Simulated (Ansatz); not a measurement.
An input for Ansatz 0.2.0 (HfB2):

The input input.yaml:

```yaml
crystal:
  lattice:
    - [3.14, 0.0, 0.0]
    - [-1.57, 2.7193197679, 0.0]
    - [0.0, 0.0, 3.48]
  atoms:
    - { symbol: Hf, position: [0.0, 0.0, 0.0], spin: 0.22, spin_axis: [0.135, -0.076, -0.156] }
    - { symbol: B, position: [0.6666666667, 0.3333333333, 0.5] }
    - { symbol: B, position: [0.3333333333, 0.6666666667, 0.5] }
hamiltonian:
  xc: pbesol
  pseudopotentials: { kind: paw_fr }
  dispersion: d3bj
magnetization:
  noncollinear: true
  spin_orbit: true
kpoints:
  mp_grid: { grid: [10, 10, 8] }
scf:
  occupations: { method: tetrahedron }
  n_extra_bands: 18
output:
  wannier:
    kmesh: [4, 4, 4]
    projections: [{ site: 1, l: p }, { site: 2, l: p }, { site: 0, l: d }]
    minimise: true
    write_xyz: true
    disentanglement: { window: [11.0, 32.5], frozen_window: [12.5, 20.8] }
```

Potentials or basis: Ansatz PAW.

The run is started by

```sh
$ ansatz run input.yaml --threads 2 --pin off --max-ram 5120MiB --backend cpu --events-out ev --progress --plain --runs-dir out
```

Task: How does this run end?

Result: The run stopped without a result. It printed:

Output:

```text
Error: inconsistent input (output.wannier, hamiltonian.pseudopotentials): output.wannier: this run bears a moment on two components, which the operations that turn it do not keep. On PAW files bands that the crystal's symmetry makes degenerate can then part by more than the end of the set can be checked for, and the set is refused — use norm-conserving pseudopotentials; or set crystal.symmetry: { detect: false, analysis: as_solved } (a key that needs symmetry detection or time reversal refuses this as the deck is read), under which the count is checked by the level width alone
```
